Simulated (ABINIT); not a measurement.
Crystal: SnO.

```xyz
4
Lattice="3.8137 0.0000 0.0000 0.0000 3.8137 0.0000 0.0000 0.0000 4.8869" Properties=species:S:1:pos:R:3 pbc="T T T"
Sn    1.9068    0.0000    3.7367
Sn    0.0000    1.9068    1.1503
O     0.0000    0.0000    0.0000
O     1.9068    1.9068    0.0000
```

The cell is a database's computed one.

Base run:

```yaml
Program: ABINIT 10.8.3 (patched build)
Functional: PBEsol
Potentials_or_basis: JTH PAW PBE v2.0
Cutoff: 626 eV
k_mesh: 4 × 4 × 4
Occupations: fermi-dirac, width 0.05 eV
Spin: no spin polarisation
```

Its results: band gap on the k mesh 0.14 eV, indirect (least direct gap 1.98 eV); pressure -0.9 GPa; largest force 0.092 eV/Å.

Task: After a change of settings the same cell gave: band gap on the k mesh 1.13 eV, indirect (least direct gap 1.99 eV); pressure -1.0 GPa; largest force 0.105 eV/Å. Which change was it?
A. functional from PBEsol to PBE; k mesh from 4 × 4 × 4 to 9 × 9 × 8
B. functional from PBEsol to PBE
C. potentials or basis from JTH PAW PBE v2.0 to JTH PAW PBE v2.0 sp; k mesh from 4 × 4 × 4 to 7 × 7 × 6; valence electrons from 40 to 20
D. k mesh from 4 × 4 × 4 to 3 × 3 × 2

Result: D.

Caveats: some runs use coarse meshes; the PAW data sets were made with another functional, which shifts forces and pressure a little; spin-orbit coupling is left out, which moves the levels of the heavy elements; an odd mesh through Γ misses points on the zone boundary, where band edges often lie (some runs).
